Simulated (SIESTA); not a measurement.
# Te2Mo under changes of volume

One of the cells (130.825 Å³/atom); the others are scaled copies at fixed shape and fractional positions:

```
CELL_PARAMETERS angstrom
6.31891 0.00000 0.00000
0.00000 3.45704 0.00000
-0.08517 0.00000 35.93309
ATOMIC_POSITIONS crystal
Te 0.42925 0.75000 0.54070
Te 0.57075 0.25000 0.45930
Te 0.92085 0.25000 0.55653
Te 0.07915 0.75000 0.44347
Mo 0.18135 0.25000 0.49747
Mo 0.81865 0.75000 0.50253
```

```yaml
Program: SIESTA 5.4.2
Functional: optB88-vdW
Potentials_or_basis: PseudoDojo 0.4 standard (PBE files)
Basis: DZP (energy shift 0.002 Ry)
Grid_cutoff: 800 Ry
Energy_shift: 0.002 Ry
k_mesh: 4 × 8 × 1
Occupations: fermi-dirac, width 0.05 eV
Spin: no spin polarisation
```

| volume (Å³/atom) | energy over the lowest point (meV/atom) | largest force (eV/Å) |
| --- | --- | --- |
| 125.485 | 95.70 | 2.427 |
| 128.155 | 59.39 | 1.982 |
| 130.825 | ? | ? |
| 133.495 | 12.27 | 1.148 |
| 136.165 | 0.00 | 0.808 |

Question: What does the run at 130.825 Å³/atom give?

Answer: Energy over the lowest point 31.74 meV/atom; largest force 1.546 eV/Å.

Worked out: A Birch-Murnaghan fit of order 2 (a polynomial in V^(-2/3)) to the other rows has its minimum at 140.04 Å³/atom, just outside them, with B0 = V·E''(V) = 18.0 GPa at fixed shape and positions, which overstates the stiffness. It gives 31.84 meV/atom at 130.825 Å³/atom, against the run's 31.74.

Energies are extrapolated to zero smearing.

Caveats: semicore shells carry a single zeta, which can move pressures by several GPa and volumes by a few percent; the potentials were made for another functional, which shifts forces and pressure; the basis of atomic orbitals isn't converged, which shifts pressures, moduli and gaps.
